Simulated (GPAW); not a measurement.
# Ti (P6_3/mmc) in GPAW: further runs

Runs on Ti. Level: PBEsol. Tasks: relaxation of cell and atoms.

Program: GPAW 26.7.0. These are calculated values, not measurements. Logs are shortened: lines on timing, memory, paths and dates and some standing lists are left out, and cuts for length are marked. The log counts tension as positive stress, the text compression.

## (1) Starting point

It takes space group P6_3/mmc (No. 194, hexagonal). Conventional cell: a = 2.950 Å, b = 2.950 Å, c = 4.680 Å, α = 90.00°, β = 90.00°, γ = 120.00°. Ti (site symmetry -6m2) is surrounded by 12 Ti at 2.89 to 2.95 Å.

## (2) Relaxation of cell and atoms, PBEsol

Contents of run.py:

```python
from ase import Atoms
from ase.filters import FrechetCellFilter
from ase.io import write
from ase.optimize import BFGS
from gpaw import GPAW, PW, setup_paths

setup_paths.insert(0, '.')

atoms = Atoms(['Ti', 'Ti'],
              cell=[[2.95, 0.0, 0.0],
                    [-1.475, 2.5547749412, 0.0],
                    [0.0, 0.0, 4.68]],
              scaled_positions=[[0.6666666667, 0.3333333333, 0.75],
                                [0.3333333333, 0.6666666667, 0.25]],
              pbc=True)

calc = GPAW(mode=PW(600),
            xc='PBEsol',
            kpts={'size': (8, 8, 4), 'gamma': True},
            occupations={'name': 'fermi-dirac', 'width': 0.05},
            nbands=24,
            convergence={'density': 1e-05, 'forces': 0.0001},
            maxiter=150,
            txt='gpaw.txt')
atoms.calc = calc
opt = BFGS(FrechetCellFilter(atoms), trajectory='relax.traj', logfile='-')
done = opt.run(fmax=0.02, steps=60)
calc.write('gs.gpw')
write('result.traj', atoms)
print('Converged:', done)
print('Cell:', atoms.cell.cellpar().round(4))
print('Volume:', round(atoms.get_volume(), 4))
print(atoms.get_scaled_positions().round(5))
```

Potentials or basis: PAW data sets generated in the run's folder for this functional, pw.

The run is started by

```bash
> gpaw-setup -f PBEsol Ti
> OMP_NUM_THREADS=1 python run.py
```

gpaw.txt:

```text
__  _  _
 | _ |_)|_||  |
 |__||  | ||/\| - 26.7.0

Input parameters:
  mode=PW(ecut=600.0),
  convergence={'density': 1e-05, 'forces': 0.0001},
  kpts=MonkhorstPack(size=(8, 8, 4), gamma=True),
  maxiter=150,
  nbands=24,
  occupations=Occupations(name='fermi-dirac', width=0.05),
  xc=XC(name='PBEsol')

Diagonalizing LCAO Hamiltonian
Converting LCAO to pw mode

          Ti

        Ti

Atoms  # Å, Bohr magnetons
|   | symbol |         x |        y |        z |    initial magnetic moments |
|---|--------|-----------|----------|----------|-----------------------------|
| 0 |     Ti |  1.475000 | 0.851592 | 3.510000 | ( 0.0000,  0.0000,  0.0000) |
| 1 |     Ti | -0.000000 | 1.703183 | 1.170000 | ( 0.0000,  0.0000,  0.0000) |
[... 134 lines left out ...]
SCF iterations
|iter     | |      energy | eigst |  dens |force |
|---------|-|-------------|-------|-------|------|
|iter:   1| |  -14.857862 | -0.10 |       |      |
|iter:   2| |  -14.736050 | -2.52 | -1.21 |      |
|iter:   3| |  -14.328326 | -1.29 | -1.26 |      |
|iter:   4| |  -14.331384 | -3.36 | -1.96 |      |
|iter:   5| |  -14.333175c| -3.71 | -2.29 |      |
|iter:   6| |  -14.333222c| -5.59 | -3.34 |      |
|iter:   7| |  -14.333231c| -6.31 | -3.80 |      |
|iter:   8| |  -14.333231c| -8.13c| -4.69 |      |
|iter:   9| |  -14.333231c| -8.36c| -5.21c|      |
|iter:  10| |  -14.333231c| -8.62c| -5.61c|-3.29 |
|iter:  11| |  -14.333231c| -9.47c| -6.45c|-4.86c|

Converged in 11 steps
Energy contributions relative to reference atoms: (reference = -46395.495296)

Energy contributions:
  Kinetic:           7.655708
  Coulomb:          -8.087854
  Zero:              0.046948
  External:          0.000000
  Xc:              -13.942019
  Entropy:          -0.012030
  Spinorbit:         0.000000
  ----------------------------
  Free energy:     -14.339246
  Extrapolated:    -14.333231
[... 31 lines left out ...]
Stress tensor  # eV/Ang^3
|        x |        y |        z |
|----------|----------|----------|
| 0.038153 | 0.000000 | 0.000000 |
| 0.000000 | 0.038153 | 0.000000 |
| 0.000000 | 0.000000 | 0.043684 |

Forces  # eV/Ang
|       x |        y |        z |
|---------|----------|----------|
| 0.00000 | -0.00000 |  0.00001 |  # Ti   0
| 0.00000 |  0.00000 | -0.00001 |  # Ti   1

Interpolating wave functions to new cell

          Ti
[... 197 lines left out ...]
No gap
No difference between direct/indirect transitions

Stress tensor  # eV/Ang^3
|        x |         y |        z |
|----------|-----------|----------|
| 0.028605 | -0.000000 | 0.000000 |
| 0.000000 |  0.028605 | 0.000000 |
| 0.000000 |  0.000000 | 0.034121 |

Forces  # eV/Ang
|        x |       y |        z |
|----------|---------|----------|
|  0.00000 | 0.00000 | -0.00001 |  # Ti   0
| -0.00000 | 0.00000 |  0.00001 |  # Ti   1

Interpolating wave functions to new cell

          Ti

        Ti

Atoms  # Å, Bohr magnetons
|   | symbol |         x |        y |        z |    initial magnetic moments |
|---|--------|-----------|----------|----------|-----------------------------|
| 0 |     Ti |  1.447149 | 0.835512 | 3.431883 | ( 0.0000,  0.0000,  0.0000) |
| 1 |     Ti | -0.000000 | 1.671024 | 1.143961 | ( 0.0000,  0.0000,  0.0000) |

Unit cell  # Å
| periodic |         x |         y |         z |  lengths |     angles |
|----------|-----------|-----------|-----------|----------|------------|
|      yes |  2.894299 |  0.000000 | -0.000000 | 2.894299 |  90.000000 |
|      yes | -1.447149 |  2.506536 |  0.000000 | 2.894299 |  90.000000 |
|      yes |  0.000000 | -0.000000 |  4.575844 | 4.575844 | 120.000000 |

Number of symmetries: 12
Symmetry operations  # r_c * U_cc + t_c -> r_c
|    | kind |            matrix            |
|----|------|------------------------------|
|  0 |  σ   |  1, 1, 0,  0,-1, 0,  0, 0, 1 |
|  1 |  S6  |  1, 1, 0, -1, 0, 0,  0, 0,-1 |
|  2 |  E   |  1, 0, 0,  0, 1, 0,  0, 0, 1 |
|  3 |  C2  |  1, 0, 0, -1,-1, 0,  0, 0,-1 |
|  4 |  C2  |  0, 1, 0,  1, 0, 0,  0, 0,-1 |
|  5 |  C3  |  0, 1, 0, -1,-1, 0,  0, 0, 1 |
|  6 |  S6  |  0,-1, 0,  1, 1, 0,  0, 0,-1 |
|  7 |  σ   |  0,-1, 0, -1, 0, 0,  0, 0, 1 |
|  8 |  σ   | -1, 0, 0,  1, 1, 0,  0, 0, 1 |
[... 171 lines left out ...]
Stress tensor  # eV/Ang^3
|         x |         y |        z |
|-----------|-----------|----------|
| -0.003293 | -0.000000 | 0.000000 |
| -0.000000 | -0.003293 | 0.000000 |
|  0.000000 |  0.000000 | 0.000701 |

Forces  # eV/Ang
|       x |       y |        z |
|---------|---------|----------|
| 0.00000 | 0.00000 |  0.00005 |  # Ti   0
| 0.00000 | 0.00000 | -0.00005 |  # Ti   1

Interpolating wave functions to new cell

          Ti

        Ti

Atoms  # Å, Bohr magnetons
|   | symbol |         x |        y |        z |    initial magnetic moments |
|---|--------|-----------|----------|----------|-----------------------------|
| 0 |     Ti |  1.448489 | 0.836286 | 3.433891 | ( 0.0000,  0.0000,  0.0000) |
| 1 |     Ti | -0.000000 | 1.672571 | 1.144630 | ( 0.0000,  0.0000,  0.0000) |

Unit cell  # Å
| periodic |         x |         y |        z |  lengths |     angles |
|----------|-----------|-----------|----------|----------|------------|
|      yes |  2.896979 |  0.000000 | 0.000000 | 2.896979 |  90.000000 |
|      yes | -1.448489 |  2.508857 | 0.000000 | 2.896979 |  90.000000 |
|      yes |  0.000000 | -0.000000 | 4.578520 | 4.578520 | 120.000000 |

Number of symmetries: 12
Symmetry operations  # r_c * U_cc + t_c -> r_c
|    | kind |            matrix            |
|----|------|------------------------------|
|  0 |  σ   |  1, 1, 0,  0,-1, 0,  0, 0, 1 |
|  1 |  S6  |  1, 1, 0, -1, 0, 0,  0, 0,-1 |
|  2 |  E   |  1, 0, 0,  0, 1, 0,  0, 0, 1 |
|  3 |  C2  |  1, 0, 0, -1,-1, 0,  0, 0,-1 |
|  4 |  C2  |  0, 1, 0,  1, 0, 0,  0, 0,-1 |
|  5 |  C3  |  0, 1, 0, -1,-1, 0,  0, 0, 1 |
|  6 |  S6  |  0,-1, 0,  1, 1, 0,  0, 0,-1 |
|  7 |  σ   |  0,-1, 0, -1, 0, 0,  0, 0, 1 |
|  8 |  σ   | -1, 0, 0,  1, 1, 0,  0, 0, 1 |
[... 169 lines left out ...]
Stress tensor  # eV/Ang^3
|         x |         y |        z |
|-----------|-----------|----------|
| -0.001326 |  0.000000 | 0.000000 |
|  0.000000 | -0.001326 | 0.000000 |
|  0.000000 |  0.000000 | 0.002391 |

Forces  # eV/Ang
|       x |        y |        z |
|---------|----------|----------|
| 0.00000 | -0.00000 | -0.00001 |  # Ti   0
| 0.00000 |  0.00000 |  0.00001 |  # Ti   1

Interpolating wave functions to new cell

          Ti

        Ti

Atoms  # Å, Bohr magnetons
|   | symbol |         x |        y |        z |    initial magnetic moments |
|---|--------|-----------|----------|----------|-----------------------------|
| 0 |     Ti |  1.449039 | 0.836603 | 3.433019 | ( 0.0000,  0.0000,  0.0000) |
| 1 |     Ti | -0.000000 | 1.673206 | 1.144339 | ( 0.0000,  0.0000,  0.0000) |

Unit cell  # Å
| periodic |         x |         y |        z |  lengths |     angles |
|----------|-----------|-----------|----------|----------|------------|
|      yes |  2.898078 | -0.000000 | 0.000000 | 2.898078 |  90.000000 |
|      yes | -1.449039 |  2.509809 | 0.000000 | 2.898078 |  90.000000 |
|      yes |  0.000000 |  0.000000 | 4.577358 | 4.577358 | 120.000000 |

Number of symmetries: 12
Symmetry operations  # r_c * U_cc + t_c -> r_c
|    | kind |            matrix            |
|----|------|------------------------------|
|  0 |  σ   |  1, 1, 0,  0,-1, 0,  0, 0, 1 |
|  1 |  S6  |  1, 1, 0, -1, 0, 0,  0, 0,-1 |
|  2 |  E   |  1, 0, 0,  0, 1, 0,  0, 0, 1 |
|  3 |  C2  |  1, 0, 0, -1,-1, 0,  0, 0,-1 |
|  4 |  C2  |  0, 1, 0,  1, 0, 0,  0, 0,-1 |
|  5 |  C3  |  0, 1, 0, -1,-1, 0,  0, 0, 1 |
|  6 |  S6  |  0,-1, 0,  1, 1, 0,  0, 0,-1 |
|  7 |  σ   |  0,-1, 0, -1, 0, 0,  0, 0, 1 |
|  8 |  σ   | -1, 0, 0,  1, 1, 0,  0, 0, 1 |
[... 188 lines left out ...]
Atoms  # Å, Bohr magnetons
|   | symbol |         x |        y |        z |    initial magnetic moments |
|---|--------|-----------|----------|----------|-----------------------------|
| 0 |     Ti |  1.450675 | 0.837548 | 3.427202 | ( 0.0000,  0.0000,  0.0000) |
| 1 |     Ti | -0.000000 | 1.675095 | 1.142399 | ( 0.0000,  0.0000,  0.0000) |

Unit cell  # Å
| periodic |         x |        y |         z |  lengths |     angles |
|----------|-----------|----------|-----------|----------|------------|
|      yes |  2.901350 | 0.000000 | -0.000000 | 2.901350 |  90.000000 |
|      yes | -1.450675 | 2.512643 |  0.000000 | 2.901350 |  90.000000 |
|      yes |  0.000000 | 0.000000 |  4.569601 | 4.569601 | 120.000000 |

Number of symmetries: 12
Symmetry operations  # r_c * U_cc + t_c -> r_c
|    | kind |            matrix            |
|----|------|------------------------------|
|  0 |  σ   |  1, 1, 0,  0,-1, 0,  0, 0, 1 |
|  1 |  S6  |  1, 1, 0, -1, 0, 0,  0, 0,-1 |
|  2 |  E   |  1, 0, 0,  0, 1, 0,  0, 0, 1 |
|  3 |  C2  |  1, 0, 0, -1,-1, 0,  0, 0,-1 |
|  4 |  C2  |  0, 1, 0,  1, 0, 0,  0, 0,-1 |
|  5 |  C3  |  0, 1, 0, -1,-1, 0,  0, 0, 1 |
|  6 |  S6  |  0,-1, 0,  1, 1, 0,  0, 0,-1 |
|  7 |  σ   |  0,-1, 0, -1, 0, 0,  0, 0, 1 |
|  8 |  σ   | -1, 0, 0,  1, 1, 0,  0, 0, 1 |
[... 113 lines left out ...]
SCF iterations
|iter     | |      energy | eigst |  dens |force |
|---------|-|-------------|-------|-------|------|
|iter:   1| |  -14.365330 | -2.44 |       |      |
|iter:   2| |  -14.365319 | -4.64 | -2.89 |      |
|iter:   3| |  -14.365195c| -5.02 | -2.92 |      |
|iter:   4| |  -14.365195c| -6.43 | -3.69 |      |
|iter:   5| |  -14.365195c| -7.55c| -4.14 |      |
|iter:   6| |  -14.365195c| -7.59c| -4.51 |      |
|iter:   7| |  -14.365195c| -8.43c| -5.51c|      |
|iter:   8| |  -14.365195c| -9.06c| -5.93c|-3.76 |
|iter:   9| |  -14.365195c| -9.68c| -6.40c|-4.01c|

Converged in 9 steps
Energy contributions relative to reference atoms: (reference = -46395.495296)

Energy contributions:
  Kinetic:          12.152876
  Coulomb:         -11.305233
  Zero:              0.042660
  External:          0.000000
  Xc:              -15.250281
  Entropy:          -0.010435
  Spinorbit:         0.000000
  ----------------------------
  Free energy:     -14.370413
  Extrapolated:    -14.365195
[... 31 lines left out ...]
Stress tensor  # eV/Ang^3
|         x |         y |        z |
|-----------|-----------|----------|
|  0.000436 | -0.000000 | 0.000000 |
| -0.000000 |  0.000436 | 0.000000 |
|  0.000000 |  0.000000 | 0.001244 |

Forces  # eV/Ang
|        x |       y |        z |
|----------|---------|----------|
|  0.00000 | 0.00000 | -0.00001 |  # Ti   0
| -0.00000 | 0.00000 |  0.00001 |  # Ti   1

Interpolating wave functions to new cell

          Ti
[... 196 lines left out ...]
No gap
No difference between direct/indirect transitions

Stress tensor  # eV/Ang^3
|        x |         y |        z |
|----------|-----------|----------|
| 0.000275 |  0.000000 | 0.000000 |
| 0.000000 |  0.000275 | 0.000000 |
| 0.000000 | -0.000000 | 0.000350 |

Forces  # eV/Ang
|        x |        y |        z |
|----------|----------|----------|
|  0.00000 | -0.00000 |  0.00001 |  # Ti   0
| -0.00000 |  0.00000 | -0.00001 |  # Ti   1

# Writing to gs.gpw (mode='')
```

Wall time 4 min (1 thread of Intel Xeon at 2.50GHz (Skylake/Cascade Lake), shared host); peak memory 0.26 GiB.

Results:

```yaml
Free_energy: -14.3703 eV
Relaxed_volume: 16.65 Å³/atom
Relaxed_cell: a = 2.902 Å, b = 2.902 Å, c = 4.566 Å, α = 90.00°, β = 90.00°, γ = 120.00°
Space_group_after_relaxing_to_0.05_Å: P6_3/mmc (No. 194)
Energy_gained_by_relaxing: 16.0 meV/atom
Ionic_steps: 7
Pressure_after_relaxing: 0.0 GPa
Band_gap_on_the_k_mesh: none (metal or under the smearing width)
```

The path:
| step | energy change (eV) | largest force (eV/Å) | pressure (GPa) | volume (Å³) |
| --- | --- | --- | --- | --- |
| 1 | 0.0000 | 0.0000 | -6.41 | 35.27 |
| 2 | -0.0159 | 0.0000 | -4.88 | 34.74 |
| 3 | -0.0309 | 0.0001 | 0.31 | 33.20 |
| 4 | -0.0314 | 0.0000 | 0.01 | 33.28 |
| 5 | -0.0316 | 0.0000 | -0.05 | 33.29 |
| 6 | -0.0320 | 0.0000 | -0.11 | 33.31 |
| 7 | -0.0319 | 0.0000 | -0.05 | 33.30 |

Final structure:
```
CELL_PARAMETERS angstrom
2.90167 0.00000 0.00000
-1.45083 2.51292 0.00000
0.00000 0.00000 4.56626
ATOMIC_POSITIONS crystal
Ti 0.66667 0.33333 0.75000
Ti 0.33333 0.66667 0.25000
```

Caveat: later steps reuse the first step's grids.

(Part 1 of 3 ends here.)
